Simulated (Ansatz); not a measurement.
# Mo(100) / 3 layers W(100) / Mo(100): resistance against film thickness, part 2 of 2

Wanted: interface resistance and thickness dependence for Mo(100) / 3 layers W(100) / Mo(100).

Ansatz 0.2.0; Ansatz plane-wave DFT, PBE, PAW files; ballistic transport by layer matching (Landauer), zero bias; PAW set soft_1.

So far. Step 2 (With 3 layers): The lead's potential steps by 1.7 meV from period to period, small in itself. The program estimates the junction's conductance to 4.5 % from the k-mesh, 0.5 % from the leads' distance from neutral and 0.4 % from their steps. Step 3 (With 5 layers, k-mesh 12×12×1, film layers 5): The conductance of the junction is 9.6e14 S/m², 11 % under the 1.1e15 S/m² of the last finished run.

## 4. With 6 layers, k-mesh 12×12×1, film layers 6

The stack now holds 6 film layers; the k-mesh follows the cell, and the energies span -0.27 to 0.27 eV.

System of this step: Mo(100) / 6 layers W(100) / Mo(100). The cell holds 16 atoms: 10 Mo and 6 W. Its edges and angles: a = 3.147 Å, b = 3.147 Å, c = 25.337 Å, α = 90.0°, β = 90.0°, γ = 90.0°. It derives from Mo and W. Regions: lead, 10 atoms (10 Mo); films, 6 atoms (6 W). The structure is stacked along c, and the current runs across the ab planes.

input.yaml reads:

```yaml
crystal:
  lattice:
    - [3.147, 0.0, 0.0]
    - [0.0, 3.147, 0.0]
    - [0.0, 0.0, 25.3371078285]
  atoms:
    - { symbol: Mo, position: [0.0, 0.0, 0.0310512946] }
    - { symbol: Mo, position: [0.5, 0.5, 0.0931538839] }
    - { symbol: Mo, position: [0.0, 0.0, 0.1552564731] }
    - { symbol: Mo, position: [0.5, 0.5, 0.2173590623] }
    - { symbol: Mo, position: [0.0, 0.0, 0.2794616516] }
    - { symbol: W, position: [0.5, 0.5, 0.3420941218] }
    - { symbol: W, position: [0.0, 0.0, 0.4052564731] }
    - { symbol: W, position: [0.5, 0.5, 0.4684188244] }
    - { symbol: W, position: [0.0, 0.0, 0.5315811756] }
    - { symbol: W, position: [0.5, 0.5, 0.5947435269] }
    - { symbol: W, position: [0.0, 0.0, 0.6579058782] }
    - { symbol: Mo, position: [0.5, 0.5, 0.7205383484] }
    - { symbol: Mo, position: [0.0, 0.0, 0.7826409377] }
    - { symbol: Mo, position: [0.5, 0.5, 0.8447435269] }
    - { symbol: Mo, position: [0.0, 0.0, 0.9068461161] }
    - { symbol: Mo, position: [0.5, 0.5, 0.9689487054] }
kpoints:
  mp_grid: { grid: [12, 12, 1] }
hamiltonian:
  xc: pbe
  pseudopotentials: { kind: paw, azcp: { folder: soft_1 } }
scf:
  occupations: { method: fermi_dirac, width: 0.1 }
output:
  transmission:
    leads: [[0, 1]]
    kmesh: [24, 24]
    e_range: [-0.27, 0.27]
    de: 0.036
  write_potential: true
  write_density: true
  volumetric_format: npy
```

On the command line:

```bash
> ansatz run input.yaml --threads 4 --pin off --max-ram 8192MiB --backend cpu --events-out ev --progress --plain --runs-dir out
```

Numbers of over 12 decimals in the logs are rounded to 6 here.

Output:

```text
[...]
Crystal: 16 atoms, lattice volume = 250.929 Å³
Basis set: ecut = 420 eV, 4957 PW (Γ)
Bands: 135, of which v1, the nominal top of the filled ones, is band 112 counted from 1 (111 counted from 0)
Symmetry: 16 space group operations
[...]
k-points: 28 of 144
[...]
--- Transmission ---
  basis      : 89 plane waves across, 42 finite elements along
  points     : 91, standing for a mesh of 24 x 24
[...]
filled         : 20.9 meV under the level at which it is neutral
    channels       : 1.642361e0 a spin
[...]
slowest decay  : 0.0289 /Å at (0.3750, 0.3750)
  junction   : crystal 0 to crystal 0, 0.70 to 24.46 Å
    transmission   : 1.162616e0 a spin
[...]
resistance     : 3.1275e-4 Ω µm² beyond half of each lead's own
[key lines of the parts left out:]
SCF converged after 9 iterations
Free energy (F): -111876.164387 eV
Fermi energy:    21.631748 eV
```

Run time: 2.2 min. Hardware: 4 threads of Arm Neoverse V2, shared host; peak memory 1.4 GiB.

This step gave:

| Quantity | Value |
| --- | --- |
| free energy | -111876.1644 eV |
| energy at zero smearing | -111876.0132 eV |
| Fermi energy | 21.63 eV |
| step of the lead's potential | 2.6 meV |
| estimated errors of the lead's conductance | 0, 6.5, 0.9 % (band edges, k-mesh, distance from neutral) |
| lead conductance per cell | 1.644 G₀ |
| conductance of the junction | 9.17e14 S/m² |
| junction conductance per cell | 1.172 G₀ |
| estimated errors of the junction's conductance | 0, 0, 5, 0.6, 0.8 % (energy step, band edges, k-mesh, leads' steps, distance from neutral) |
| area resistance that the stack adds (contact term taken off, spin by spin) | 0.3127 fΩ m² |

Per spin. Transmission, zone mean against energy, zero at the Fermi level:

| energy (eV) | transmission, zone mean |
| --- | --- |
| -0.270 | 1.15 |
| -0.234 | 1.15 |
| -0.198 | 1.13 |
| -0.162 | 1.15 |
| -0.126 | 1.15 |
| -0.090 | 1.16 |
| -0.054 | 1.16 |
| -0.018 | 1.17 |
| 0.018 | 1.16 |
| 0.054 | 1.21 |
| 0.090 | 1.23 |
| 0.126 | 1.23 |
| 0.162 | 1.23 |
| 0.198 | 1.33 |
| 0.234 | 1.41 |
| 0.270 | 1.42 |

The conductance of the junction is 9.2e14 S/m², 4.4 % under the 9.6e14 S/m² of the last finished run, within the error estimates, leads' steps apart, of 4.5 and 5 %.

## 5. With 8 layers, k-mesh 12×12×1, film layers 8

The stack now holds 8 film layers; the k-mesh follows the cell, and the energies span -0.27 to 0.27 eV.

System of this step: Mo(100) / 8 layers W(100) / Mo(100). The cell holds 18 atoms: 10 Mo and 8 W. Cell: a = 3.147 Å, b = 3.147 Å, c = 28.538 Å, α = 90.0°, β = 90.0°, γ = 90.0°. It derives from Mo and W. Regions: lead, 10 atoms (10 Mo); films, 8 atoms (8 W). The structure is stacked along c, and the current runs across the ab planes.

input.yaml, the sections that differ from step 4:

```yaml
crystal:
  lattice:
    - [3.147, 0.0, 0.0]
    - [0.0, 3.147, 0.0]
    - [0.0, 0.0, 28.537810438]
  atoms:
    - { symbol: Mo, position: [0.0, 0.0, 0.0275686883] }
    - { symbol: Mo, position: [0.5, 0.5, 0.0827060648] }
    - { symbol: Mo, position: [0.0, 0.0, 0.1378434414] }
    - { symbol: Mo, position: [0.5, 0.5, 0.1929808179] }
    - { symbol: Mo, position: [0.0, 0.0, 0.2481181945] }
    - { symbol: W, position: [0.5, 0.5, 0.3037260224] }
    - { symbol: W, position: [0.0, 0.0, 0.3598043017] }
    - { symbol: W, position: [0.5, 0.5, 0.415882581] }
    - { symbol: W, position: [0.0, 0.0, 0.4719608603] }
    - { symbol: W, position: [0.5, 0.5, 0.5280391397] }
    - { symbol: W, position: [0.0, 0.0, 0.584117419] }
    - { symbol: W, position: [0.5, 0.5, 0.6401956983] }
    - { symbol: W, position: [0.0, 0.0, 0.6962739776] }
    - { symbol: Mo, position: [0.5, 0.5, 0.7518818055] }
    - { symbol: Mo, position: [0.0, 0.0, 0.8070191821] }
    - { symbol: Mo, position: [0.5, 0.5, 0.8621565586] }
    - { symbol: Mo, position: [0.0, 0.0, 0.9172939352] }
    - { symbol: Mo, position: [0.5, 0.5, 0.9724313117] }
# kpoints, hamiltonian, scf, output: as in step 4
```

Output:

```text
[...]
Crystal: 18 atoms, lattice volume = 282.627 Å³
Basis set: ecut = 420 eV, 5575 PW (Γ)
Bands: 152, of which v1, the nominal top of the filled ones, is band 126 counted from 1 (125 counted from 0)
Symmetry: 16 space group operations
[...]
k-points: 28 of 144
[...]
--- Transmission ---
  basis      : 89 plane waves across, 47 finite elements along
  points     : 91, standing for a mesh of 24 x 24
[...]
filled         : 17.4 meV under the level at which it is neutral
    channels       : 1.656250e0 a spin
[...]
slowest decay  : 0.0339 /Å at (0.3750, 0.3750)
  junction   : crystal 0 to crystal 0, 0.70 to 27.66 Å
    transmission   : 1.099257e0 a spin
[...]
resistance     : 3.7319e-4 Ω µm² beyond half of each lead's own
[key lines of the parts left out:]
SCF converged after 9 iterations
Free energy (F): -132648.035707 eV
Fermi energy:    21.725548 eV
```

It took 1.9 min on 4 threads; peak memory 1.7 GiB.

This step gave:

- free energy: -132648.0357 eV
- energy at zero smearing: -132647.8706 eV
- Fermi energy: 21.73 eV
- step of the lead's potential: 2.9 meV
- estimated errors of the lead's conductance: 0, 6.5, 0.7 % (band edges, k-mesh, distance from neutral)
- lead conductance per cell: 1.646 G₀
- conductance of the junction: 8.70e14 S/m²
- junction conductance per cell: 1.112 G₀
- estimated errors of the junction's conductance: 0, 0, 6, 0.7, 0.6 % (energy step, band edges, k-mesh, leads' steps, distance from neutral)
- area resistance that the stack adds (contact term taken off, spin by spin): 0.3732 fΩ m²

Per spin. Table of transmission, zone mean by energy, zero at the Fermi level:

| energy (eV) | transmission, zone mean |
| --- | --- |
| -0.270 | 1.10 |
| -0.234 | 1.11 |
| -0.198 | 1.09 |
| -0.162 | 1.10 |
| -0.126 | 1.10 |
| -0.090 | 1.10 |
| -0.054 | 1.10 |
| -0.018 | 1.11 |
| 0.018 | 1.10 |
| 0.054 | 1.14 |
| 0.090 | 1.16 |
| 0.126 | 1.17 |
| 0.162 | 1.17 |
| 0.198 | 1.26 |
| 0.234 | 1.34 |
| 0.270 | 1.36 |

The conductance of the junction is 8.7e14 S/m², 5.2 % under the 9.2e14 S/m² of the last finished run, within the error estimates, leads' steps apart, of 5 and 6 %.

## 6. With 10 layers, k-mesh 12×12×1, film layers 10

The stack now holds 10 film layers; the k-mesh follows the cell, and the energies span -0.27 to 0.27 eV.

System of this step: Mo(100) / 10 layers W(100) / Mo(100). The cell holds 20 atoms: 10 Mo and 10 W. Cell: a = 3.147 Å, b = 3.147 Å, c = 31.739 Å, α = 90.0°, β = 90.0°, γ = 90.0°. It derives from Mo and W. Regions: lead, 10 atoms (10 Mo); films, 10 atoms (10 W). The structure is stacked along c, and the current runs across the ab planes.

input.yaml, the sections that differ from step 5:

```yaml
crystal:
  lattice:
    - [3.147, 0.0, 0.0]
    - [0.0, 3.147, 0.0]
    - [0.0, 0.0, 31.7385130475]
  atoms:
    - { symbol: Mo, position: [0.0, 0.0, 0.0247884959] }
    - { symbol: Mo, position: [0.5, 0.5, 0.0743654876] }
    - { symbol: Mo, position: [0.0, 0.0, 0.1239424794] }
    - { symbol: Mo, position: [0.5, 0.5, 0.1735194712] }
    - { symbol: Mo, position: [0.0, 0.0, 0.2230964629] }
    - { symbol: W, position: [0.5, 0.5, 0.2730964629] }
    - { symbol: W, position: [0.0, 0.0, 0.3235194712] }
    - { symbol: W, position: [0.5, 0.5, 0.3739424794] }
    - { symbol: W, position: [0.0, 0.0, 0.4243654876] }
    - { symbol: W, position: [0.5, 0.5, 0.4747884959] }
    - { symbol: W, position: [0.0, 0.0, 0.5252115041] }
    - { symbol: W, position: [0.5, 0.5, 0.5756345124] }
    - { symbol: W, position: [0.0, 0.0, 0.6260575206] }
    - { symbol: W, position: [0.5, 0.5, 0.6764805288] }
    - { symbol: W, position: [0.0, 0.0, 0.7269035371] }
    - { symbol: Mo, position: [0.5, 0.5, 0.7769035371] }
    - { symbol: Mo, position: [0.0, 0.0, 0.8264805288] }
    - { symbol: Mo, position: [0.5, 0.5, 0.8760575206] }
    - { symbol: Mo, position: [0.0, 0.0, 0.9256345124] }
    - { symbol: Mo, position: [0.5, 0.5, 0.9752115041] }
# kpoints, hamiltonian, scf, output: as in step 5
```

Output:

```text
[...]
Crystal: 20 atoms, lattice volume = 314.326 Å³
Basis set: ecut = 420 eV, 6195 PW (Γ)
Bands: 168, of which v1, the nominal top of the filled ones, is band 140 counted from 1 (139 counted from 0)
Symmetry: 16 space group operations
[...]
k-points: 28 of 144
[...]
--- Transmission ---
  basis      : 89 plane waves across, 51 finite elements along
  points     : 91, standing for a mesh of 24 x 24
[...]
filled         : 14.3 meV under the level at which it is neutral
    channels       : 1.656250e0 a spin
[...]
slowest decay  : 0.0371 /Å at (0.3750, 0.3750)
  junction   : crystal 0 to crystal 0, 0.70 to 30.86 Å
    transmission   : 1.064627e0 a spin
[...]
resistance     : 4.0948e-4 Ω µm² beyond half of each lead's own
[key lines of the parts left out:]
SCF converged after 9 iterations
Free energy (F): -153419.852115 eV
Fermi energy:    21.797432 eV
```

The job ended after 2.7 min (4 threads; peak memory 2 GiB).

Numbers from this step:

```yaml
free_energy: -153419.8521 eV
energy_at_zero_smearing: -153419.6690 eV
fermi_energy: 21.80 eV
step_of_the_lead_s_potential: 3.1 meV
estimated_errors_of_the_lead_s_conductance: 0, 6.5, 0.6 % (band edges, k-mesh, distance from neutral)
lead_conductance_per_cell: 1.649 G₀
conductance_of_the_junction: 8.44e14 S/m²
junction_conductance_per_cell: 1.079 G₀
estimated_errors_of_the_junction_s_conductance: 0.1, 0, 6.8, 0.8, 0.4 % (energy step, band edges, k-mesh, leads' steps, distance from neutral)
area_resistance_that_the_stack_adds_contact_term_taken_off_spin_by_spin: 0.4095 fΩ m²
```

Per spin. Transmission, zone mean against energy, zero at the Fermi level:

| energy (eV) | transmission, zone mean |
| --- | --- |
| -0.270 | 1.08 |
| -0.234 | 1.09 |
| -0.198 | 1.08 |
| -0.162 | 1.08 |
| -0.126 | 1.08 |
| -0.090 | 1.08 |
| -0.054 | 1.07 |
| -0.018 | 1.07 |
| 0.018 | 1.06 |
| 0.054 | 1.10 |
| 0.090 | 1.12 |
| 0.126 | 1.14 |
| 0.162 | 1.15 |
| 0.198 | 1.23 |
| 0.234 | 1.31 |
| 0.270 | 1.33 |

The conductance of the junction is 8.4e14 S/m², 3.0 % under the 8.7e14 S/m² of the last finished run, within the error estimates, leads' steps apart, of 6 and 6.8 %.

## 7. All levels side by side

Times are for 4 threads of Arm Neoverse V2, shared host. Results by setting:

| no. | film layers | area resistance that the stack adds (contact term taken off, spin by spin) (fΩ m²) | conductance of the junction (S/m²) | time | memory (GiB) |
| --- | --- | --- | --- | --- | --- |
| 1 | 3 | 0.1506 | 1.08e15 | 4.2 min | 1.5 |
| 2 | 5 | 0.2649 | 9.60e14 | 1.8 min | 1.4 |
| 3 | 6 | 0.3127 | 9.17e14 | 2.2 min | 1.4 |
| 4 | 8 | 0.3732 | 8.70e14 | 1.9 min | 1.7 |
| 5 | 10 | 0.4095 | 8.44e14 | 2.7 min | 2.0 |

## 8. Outcome

```
area resistance, 3 layers  : 0.151 fΩ m²
area resistance, 5 layers  : 0.265 fΩ m²
area resistance, 6 layers  : 0.313 fΩ m²
area resistance, 8 layers  : 0.373 fΩ m²
area resistance, 10 layers : 0.409 fΩ m²
```

In words: The stack adds 0.15 fΩ m² with 3 layers and 0.41 fΩ m² with 10. From 5 to 10 layers it grows by 55 %, though no single step exceeds the two runs' error estimates together; nothing scatters inside a perfect film, so this is no ohmic growth. Atoms sit on ideal sites and aren't relaxed. Spin-orbit coupling is left out, which matters for W. W(100) is compressed by 0.56 % in plane to fit Mo(100), at its own atomic volume. 1 further run is left out: refused by the program, or repeats without effect or without named leads.

[Logs are printed without paths, hosts, clocks, repeated set-up lines and the standing remarks that a program may print on its own settings, such as how far it seeks lower states.]

[Hosts, paths, dates, database ids (printed as entryN), source tags and the programs' standing remarks are cut or masked in the printed files.]
